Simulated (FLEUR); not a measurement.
# TaN (Fm-3m) in FLEUR: further runs

The runs below take TaN through band structure, equation of state, with SCAN.

All numbers are computed with FLEUR MaX-R8.1 (later development tree); they aren't measurements. Logs are shortened: lines on timing, memory, paths and dates and some standing lists are left out, and cuts for length are marked.

### Step 1. The crystal as given

Symmetry: Fm-3m, No. 225, cubic system. The conventional cell has a = 4.423 Å, b = 4.423 Å, c = 4.423 Å, α = 90.00°, β = 90.00°, γ = 90.00°. Ta (site symmetry m-3m) has 6 N at 2.21 Å as nearest neighbours. N (site symmetry m-3m) is surrounded by 6 Ta at 2.21 Å.

The cell comes from a database or a generator and needn't be the stable form of this composition.

### Step 2. Band structure, SCAN

The input, inp.xml:

```xml
<?xml version="1.0" encoding="UTF-8" standalone="no"?>
<fleurInput fleurInputVersion="0.39">
   <comment>
      TaN                                                                                                 
   </comment>
   <calculationSetup>
      <cutoffs Kmax="4.86" Gmax="15.1" GmaxXC="15.1" numbands="0"/>
      <scfLoop itmax="60" minDistance="0.00001" maxIterBroyd="15" imix="Anderson" alpha="0.05" precondParam="0.0" spinf="2.0" sdNocoIR="T"/>
      <coreElectrons ctail="F" frcor="F" kcrel="0" coretail_lmax="0"/>
      <xcFunctional name="LibXC" relativisticCorrections="F">
         <LibXCName exchange="mgga_x_scan" correlation="mgga_c_scan"/>
         <AuxGGA exchange="117" correlation="130"/>
      </xcFunctional>
      <magnetism jspins="1"/>
      <soc l_soc="F" theta="0.0" phi="0.0" spav="F"/>
      <expertModes spex="0" secvar="F"/>
      <geometryOptimization l_f="F" forcealpha="1.0" forcemix="BFGS" epsdisp="0.00001" epsforce="0.00001"/>
      <ldaU l_linMix="F" mixParam="0.05" spinf="1.0"/>
   </calculationSetup>
   <cell>
      <bzIntegration valenceElectrons="32.0" mode="hist" fermiSmearingEnergy="0.00183747">
         <kPointListSelection listName="default-1"/>
         <!-- k-points included here -->
         <xi:include xmlns:xi="http://www.w3.org/2001/XInclude" href="kpts.xml"> </xi:include>
[... 33 lines left out ...]
            <stateOccupation state="(2p1/2)" spinUp="0.500000" spinDown="0.500000"/>
            <stateOccupation state="(2p3/2)" spinUp="1.000000" spinDown="1.000000"/>
         </electronConfig>
         <energyParameters s="2" p="2" d="3" f="4"/>
         <lo type="SCLO" l="0" n="2" eDeriv="2"/>
         <lo type="SCLO" l="1" n="2" eDeriv="2"/>
         <lo type="SCLO" l="2" n="3" eDeriv="2"/>
      </species>
   </atomSpecies>
   <atomGroups>
      <atomGroup species="Tantalum (Ta)">
         <relPos label="                   1">1.000/2.000 1.000/2.000 1.000/2.000</relPos>
         <force calculate="T" relaxXYZ="TTT"/>
      </atomGroup>
      <atomGroup species="Nitrogen (N)">
         <relPos label="                   2">.0000000000 .0000000000 .0000000000</relPos>
         <force calculate="T" relaxXYZ="TTT"/>
      </atomGroup>
   </atomGroups>
   <output dos="F" band="F" slice="F">
      <checks vchk="F" cdinf="F"/>
      <bandDOS minEnergy="-.5*Htr" maxEnergy="0.5*Htr" sigma="0.015" storeEVData="T"/>
      <vacuumDOS vacdos="F" integ="F" star="F" nstars="0" locx1="0.0" locy1="0.0" locx2="0.0" locy2="0.0" nstm="0" tworkf="0.0"/>
      <unfoldingBand unfoldBand="F" supercellX="1" supercellY="1" supercellZ="1"/>
      <plotting iplot="0" polar="F">
         <plot TwoD="T" vec1="  1.0  0.0  0.0" vec2="  0.0  1.0  0.0" vec3="  0.0  0.0  1.0" zero="  0.0  0.0  0.0" file="plot"/>
      </plotting>
      <chargeDensitySlicing numkpt="0" minEigenval="0.0" maxEigenval="0.0" nnne="0" pallst="F"/>
      <specialOutput eonly="F"/>
      <moessbauerParams electricFieldGradient="T" isomerShift="T" coreHyperfine="T" valenceHyperfine="T"/>
      <magneticCircularDichroism mcd="F" energyLo="-10.0" energyUp="0.0"/>
   </output>
  <!-- We include the file relax.xml here to enable relaxations (see documentation) -->
  <xi:include xmlns:xi="http://www.w3.org/2001/XInclude" href="relax.xml"> <xi:fallback/> </xi:include>
</fleurInput>
```

The input, crystal.txt:

```
TaN
&input cartesian=F /
0.0000000000  2.2113230000  2.2113230000
2.2113230000  0.0000000000  2.2113230000
2.2113230000  2.2113230000  0.0000000000
1.8897261246
1.0 1.0 1.0

2
73 0.5000000000  0.5000000000  0.5000000000
7 0.0000000000  0.0000000000  0.0000000000

&kpt div1=10 div2=10 div3=10 gamma=T /
```

The input, inp.xml (bands):

```
<?xml version="1.0" encoding="UTF-8" standalone="no"?>
<fleurInput fleurInputVersion="0.39">
   <comment>
      TaN                                                                                                 
   </comment>
   <calculationSetup>
      <cutoffs Kmax="4.86" Gmax="15.1" GmaxXC="15.1" numbands="0"/>
      <scfLoop itmax="60" minDistance="0.00001" maxIterBroyd="15" imix="Anderson" alpha="0.05" precondParam="0.0" spinf="2.0" sdNocoIR="T"/>
      <coreElectrons ctail="F" frcor="F" kcrel="0" coretail_lmax="0"/>
      <xcFunctional name="LibXC" relativisticCorrections="F">
         <LibXCName exchange="mgga_x_scan" correlation="mgga_c_scan"/>
         <AuxGGA exchange="117" correlation="130"/>
      </xcFunctional>
      <magnetism jspins="1"/>
      <soc l_soc="F" theta="0.0" phi="0.0" spav="F"/>
      <expertModes spex="0" secvar="F"/>
      <geometryOptimization l_f="F" forcealpha="1.0" forcemix="BFGS" epsdisp="0.00001" epsforce="0.00001"/>
      <ldaU l_linMix="F" mixParam="0.05" spinf="1.0"/>
   </calculationSetup>
   <cell>
      <bzIntegration valenceElectrons="32.0" mode="hist" fermiSmearingEnergy="0.00183747">
         <kPointListSelection listName="path-1"/>
         <!-- k-points included here -->
         <xi:include xmlns:xi="http://www.w3.org/2001/XInclude" href="kpts.xml"> </xi:include>
[... 32 lines left out ...]
            <valenceConfig>(2s1/2) (2p1/2) (2p3/2)</valenceConfig>
            <stateOccupation state="(2p1/2)" spinUp="0.500000" spinDown="0.500000"/>
            <stateOccupation state="(2p3/2)" spinUp="1.000000" spinDown="1.000000"/>
         </electronConfig>
         <energyParameters s="2" p="2" d="3" f="4"/>
         <lo type="SCLO" l="0" n="2" eDeriv="2"/>
         <lo type="SCLO" l="1" n="2" eDeriv="2"/>
         <lo type="SCLO" l="2" n="3" eDeriv="2"/>
      </species>
   </atomSpecies>
   <atomGroups>
      <atomGroup species="Tantalum (Ta)">
         <relPos label="                   1">1.000/2.000 1.000/2.000 1.000/2.000</relPos>
         <force calculate="T" relaxXYZ="TTT"/>
      </atomGroup>
      <atomGroup species="Nitrogen (N)">
         <relPos label="                   2">.0000000000 .0000000000 .0000000000</relPos>
         <force calculate="T" relaxXYZ="TTT"/>
      </atomGroup>
   </atomGroups>
   <output dos="F" band="T" slice="F">
      <checks vchk="F" cdinf="F"/>
      <bandDOS minEnergy="-.5*Htr" maxEnergy="0.5*Htr" sigma="0.015" storeEVData="T"/>
      <vacuumDOS vacdos="F" integ="F" star="F" nstars="0" locx1="0.0" locy1="0.0" locx2="0.0" locy2="0.0" nstm="0" tworkf="0.0"/>
      <unfoldingBand unfoldBand="F" supercellX="1" supercellY="1" supercellZ="1"/>
      <plotting iplot="0" polar="F">
         <plot TwoD="T" vec1="  1.0  0.0  0.0" vec2="  0.0  1.0  0.0" vec3="  0.0  0.0  1.0" zero="  0.0  0.0  0.0" file="plot"/>
      </plotting>
      <chargeDensitySlicing numkpt="0" minEigenval="0.0" maxEigenval="0.0" nnne="0" pallst="F"/>
      <specialOutput eonly="F"/>
      <moessbauerParams electricFieldGradient="T" isomerShift="T" coreHyperfine="T" valenceHyperfine="T"/>
      <magneticCircularDichroism mcd="F" energyLo="-10.0" energyUp="0.0"/>
   </output>
  <!-- We include the file relax.xml here to enable relaxations (see documentation) -->
  <xi:include xmlns:xi="http://www.w3.org/2001/XInclude" href="relax.xml"> <xi:fallback/> </xi:include>
</fleurInput>
```

Potentials or basis: all-electron, FLAPW.

Started as:

```
$ inpgen -f crystal.txt -profile fastHighL
$ # inp.xml edited to the form shown
$ fleur_MPI
$ fleur_MPI   # second run, on inp.xml (bands)
```

The program printed:

```text
Welcome to FLEUR        (www.flapw.de)
      MaX-Release 8.1          (www.max-centre.eu)
 func_ids         267         263         267         263
 MetaGGA potential functional detected - V_tau will be computed
 Auxiliary Potential for radial basis: exchange=         117  correlation=         130
The functional 'SCAN exchange of Sun, Ruzsinszky, and Perdew' is an exchange functional, it belongs to the 'MGGA' family and is defined in the reference(s):
[1] J. Sun, A. Ruzsinszky, and J. P. Perdew.,  Phys. Rev. Lett. 115, 036402 (2015)
The functional 'SCAN correlation of Sun, Ruzsinszky, and Perdew' is a correlation functional, it belongs to the 'MGGA' family and is defined in the reference(s):
[1] J. Sun, A. Ruzsinszky, and J. P. Perdew.,  Phys. Rev. Lett. 115, 036402 (2015)
 Using same functional for VXC and EXC

 ========== k-point set info ==========
 Selected k-point list: default-1
 k-point list type: mesh
 10 x 10 x 10
 Number of k points: 47

 ------------Calculation Setup---------------------------
 Number of MPI-tasks      :            1
 Number of PE/node        :            1
 Number of OMP-threads    :            1
 Most efficient MPI parallelization for:
           1          47
 Additional eigenvalue parallelization possible
 Number of basis functions:          351
 Approximate size of matrices (H+S) per k-point:         0.002 GB
 --------------------------------------------------------
The functional 'Hammer, Hansen, and Norskov' is an exchange functional, it belongs to the 'GGA' family and is defined in the reference(s):
[1] B. Hammer, L. B. Hansen, and J. K. Nørskov.,  Phys. Rev. B 59, 7413 (1999)
The functional 'Perdew, Burke & Ernzerhof' is a correlation functional, it belongs to the 'GGA' family and is defined in the reference(s):
[1] J. P. Perdew, K. Burke, and M. Ernzerhof.,  Phys. Rev. Lett. 77, 3865 (1996)
[2] J. P. Perdew, K. Burke, and M. Ernzerhof.,  Phys. Rev. Lett. 78, 1396 (1997)
 Using same functional for VXC and EXC
 Using auxiliary GGA potential for the first iteration of MetaGGA calculation.
 Reset of history
 Reset of history
 Iteration:     1   Distance:      54.73031625 me/bohr^3
The functional 'Hammer, Hansen, and Norskov' is an exchange functional, it belongs to the 'GGA' family and is defined in the reference(s):
[1] B. Hammer, L. B. Hansen, and J. K. Nørskov.,  Phys. Rev. B 59, 7413 (1999)
The functional 'Perdew, Burke & Ernzerhof' is a correlation functional, it belongs to the 'GGA' family and is defined in the reference(s):
[1] J. P. Perdew, K. Burke, and M. Ernzerhof.,  Phys. Rev. Lett. 77, 3865 (1996)
[2] J. P. Perdew, K. Burke, and M. Ernzerhof.,  Phys. Rev. Lett. 78, 1396 (1997)
 Using same functional for VXC and EXC
 Iteration:     2   Distance:      50.15481935 me/bohr^3
The functional 'Hammer, Hansen, and Norskov' is an exchange functional, it belongs to the 'GGA' family and is defined in the reference(s):
[1] B. Hammer, L. B. Hansen, and J. K. Nørskov.,  Phys. Rev. B 59, 7413 (1999)
The functional 'Perdew, Burke & Ernzerhof' is a correlation functional, it belongs to the 'GGA' family and is defined in the reference(s):
[1] J. P. Perdew, K. Burke, and M. Ernzerhof.,  Phys. Rev. Lett. 77, 3865 (1996)
[2] J. P. Perdew, K. Burke, and M. Ernzerhof.,  Phys. Rev. Lett. 78, 1396 (1997)
 Using same functional for VXC and EXC
 Iteration:     3   Distance:      46.95647915 me/bohr^3
The functional 'Hammer, Hansen, and Norskov' is an exchange functional, it belongs to the 'GGA' family and is defined in the reference(s):
[1] B. Hammer, L. B. Hansen, and J. K. Nørskov.,  Phys. Rev. B 59, 7413 (1999)
The functional 'Perdew, Burke & Ernzerhof' is a correlation functional, it belongs to the 'GGA' family and is defined in the reference(s):
[1] J. P. Perdew, K. Burke, and M. Ernzerhof.,  Phys. Rev. Lett. 77, 3865 (1996)
[2] J. P. Perdew, K. Burke, and M. Ernzerhof.,  Phys. Rev. Lett. 78, 1396 (1997)
 Using same functional for VXC and EXC
 Iteration:     4   Distance:      25.35654089 me/bohr^3
The functional 'Hammer, Hansen, and Norskov' is an exchange functional, it belongs to the 'GGA' family and is defined in the reference(s):
[1] B. Hammer, L. B. Hansen, and J. K. Nørskov.,  Phys. Rev. B 59, 7413 (1999)
The functional 'Perdew, Burke & Ernzerhof' is a correlation functional, it belongs to the 'GGA' family and is defined in the reference(s):
[1] J. P. Perdew, K. Burke, and M. Ernzerhof.,  Phys. Rev. Lett. 77, 3865 (1996)
[2] J. P. Perdew, K. Burke, and M. Ernzerhof.,  Phys. Rev. Lett. 78, 1396 (1997)
 Using same functional for VXC and EXC
 Iteration:     5   Distance:      14.14785538 me/bohr^3
The functional 'Hammer, Hansen, and Norskov' is an exchange functional, it belongs to the 'GGA' family and is defined in the reference(s):
[1] B. Hammer, L. B. Hansen, and J. K. Nørskov.,  Phys. Rev. B 59, 7413 (1999)
The functional 'Perdew, Burke & Ernzerhof' is a correlation functional, it belongs to the 'GGA' family and is defined in the reference(s):
[1] J. P. Perdew, K. Burke, and M. Ernzerhof.,  Phys. Rev. Lett. 77, 3865 (1996)
[2] J. P. Perdew, K. Burke, and M. Ernzerhof.,  Phys. Rev. Lett. 78, 1396 (1997)
 Using same functional for VXC and EXC
 Iteration:     6   Distance:       4.86071717 me/bohr^3
The functional 'Hammer, Hansen, and Norskov' is an exchange functional, it belongs to the 'GGA' family and is defined in the reference(s):
[1] B. Hammer, L. B. Hansen, and J. K. Nørskov.,  Phys. Rev. B 59, 7413 (1999)
The functional 'Perdew, Burke & Ernzerhof' is a correlation functional, it belongs to the 'GGA' family and is defined in the reference(s):
[1] J. P. Perdew, K. Burke, and M. Ernzerhof.,  Phys. Rev. Lett. 77, 3865 (1996)
[2] J. P. Perdew, K. Burke, and M. Ernzerhof.,  Phys. Rev. Lett. 78, 1396 (1997)
 Using same functional for VXC and EXC
[... 54 lines left out ...]
[2] J. P. Perdew, K. Burke, and M. Ernzerhof.,  Phys. Rev. Lett. 78, 1396 (1997)
 Using same functional for VXC and EXC
 Iteration:    15   Distance:       0.00014655 me/bohr^3
The functional 'Hammer, Hansen, and Norskov' is an exchange functional, it belongs to the 'GGA' family and is defined in the reference(s):
[1] B. Hammer, L. B. Hansen, and J. K. Nørskov.,  Phys. Rev. B 59, 7413 (1999)
The functional 'Perdew, Burke & Ernzerhof' is a correlation functional, it belongs to the 'GGA' family and is defined in the reference(s):
[1] J. P. Perdew, K. Burke, and M. Ernzerhof.,  Phys. Rev. Lett. 77, 3865 (1996)
[2] J. P. Perdew, K. Burke, and M. Ernzerhof.,  Phys. Rev. Lett. 78, 1396 (1997)
 Using same functional for VXC and EXC
 Iteration:    16   Distance:       0.00004780 me/bohr^3
The functional 'Hammer, Hansen, and Norskov' is an exchange functional, it belongs to the 'GGA' family and is defined in the reference(s):
[1] B. Hammer, L. B. Hansen, and J. K. Nørskov.,  Phys. Rev. B 59, 7413 (1999)
The functional 'Perdew, Burke & Ernzerhof' is a correlation functional, it belongs to the 'GGA' family and is defined in the reference(s):
[1] J. P. Perdew, K. Burke, and M. Ernzerhof.,  Phys. Rev. Lett. 77, 3865 (1996)
[2] J. P. Perdew, K. Burke, and M. Ernzerhof.,  Phys. Rev. Lett. 78, 1396 (1997)
 Using same functional for VXC and EXC
 Iteration:    17   Distance:       0.00004073 me/bohr^3
The functional 'Hammer, Hansen, and Norskov' is an exchange functional, it belongs to the 'GGA' family and is defined in the reference(s):
[1] B. Hammer, L. B. Hansen, and J. K. Nørskov.,  Phys. Rev. B 59, 7413 (1999)
The functional 'Perdew, Burke & Ernzerhof' is a correlation functional, it belongs to the 'GGA' family and is defined in the reference(s):
[1] J. P. Perdew, K. Burke, and M. Ernzerhof.,  Phys. Rev. Lett. 77, 3865 (1996)
[2] J. P. Perdew, K. Burke, and M. Ernzerhof.,  Phys. Rev. Lett. 78, 1396 (1997)
 Using same functional for VXC and EXC
 Iteration:    18   Distance:       0.00001328 me/bohr^3
The functional 'Hammer, Hansen, and Norskov' is an exchange functional, it belongs to the 'GGA' family and is defined in the reference(s):
[1] B. Hammer, L. B. Hansen, and J. K. Nørskov.,  Phys. Rev. B 59, 7413 (1999)
The functional 'Perdew, Burke & Ernzerhof' is a correlation functional, it belongs to the 'GGA' family and is defined in the reference(s):
[1] J. P. Perdew, K. Burke, and M. Ernzerhof.,  Phys. Rev. Lett. 77, 3865 (1996)
[2] J. P. Perdew, K. Burke, and M. Ernzerhof.,  Phys. Rev. Lett. 78, 1396 (1997)
 Using same functional for VXC and EXC
 Iteration:    19   Distance:       0.00000763 me/bohr^3

 ********************************************************************
 Run finished successfully
 Stop message:
   all done
 ********************************************************************
```

Run time: 57 s. Hardware: 1 thread of Arm Neoverse V1, shared host; peak memory 0.08 GiB.

Results:

```
Free energy                                           : -426688.1778 eV
Band gap along the path                               : none (metal or under the smearing width)
Valence electrons inside the program's atomic spheres : Ta 24.57; N 3.61 (radii Ta 2.39, N 1.48 bohr)
```

Levels at the corners of the path, in eV from the Fermi level:
| point | band 14 | band 15 | band 16 | band 17 | band 18 | band 19 |
| --- | --- | --- | --- | --- | --- | --- |
| Γ | -4.04 | -4.04 | -2.16 | -2.16 | -2.16 | 0.14 |
| X | -5.54 | -4.89 | -4.89 | 2.20 | 3.47 | 3.47 |
| W | -7.07 | -7.07 | -0.22 | -0.22 | 3.48 | 4.06 |
| K | -7.12 | -6.43 | -2.29 | 2.46 | 2.50 | 4.57 |
| Γ | -4.04 | -4.04 | -2.16 | -2.16 | -2.16 | 0.14 |
| L | -7.83 | -7.83 | 1.86 | 1.86 | 1.99 | 3.90 |
| U | -7.12 | -6.43 | -2.29 | 2.46 | 2.50 | 4.57 |
| W | -7.07 | -7.07 | -0.22 | -0.22 | 3.48 | 4.06 |
| L | -7.83 | -7.83 | 1.86 | 1.86 | 1.99 | 3.90 |
| K | -7.12 | -6.43 | -2.29 | 2.46 | 2.50 | 4.57 |
| U | -7.12 | -6.43 | -2.29 | 2.46 | 2.50 | 4.57 |
| X | -5.54 | -4.89 | -4.89 | 2.20 | 3.47 | 3.47 |

Core levels (eV from the Fermi level):
```csv
atom,levels
1 Ta,"1s1/2 -67278.9, 2s1/2 -11548.6, 2p1/2 -11034.7, 2p3/2 -9764.5, 3s1/2 -2642.8, 3p1/2 -2414.9, 3p3/2 -2141.4, 4s1/2 -536.1, 3d3/2 -1757.5, 3d5/2 -1697.9, 4p1/2 -442.1, 4p3/2 -379.2, 4d3/2 -225.1, 4d5/2 -213.6"
2 N,1s1/2 -378.9
```

Caveat: the meta-GGA is that of a development version, with a GGA for the radial functions and cores and without core tails; spin-orbit coupling is left out, which moves the levels of the heavy elements.

[end of part 1 of 2]
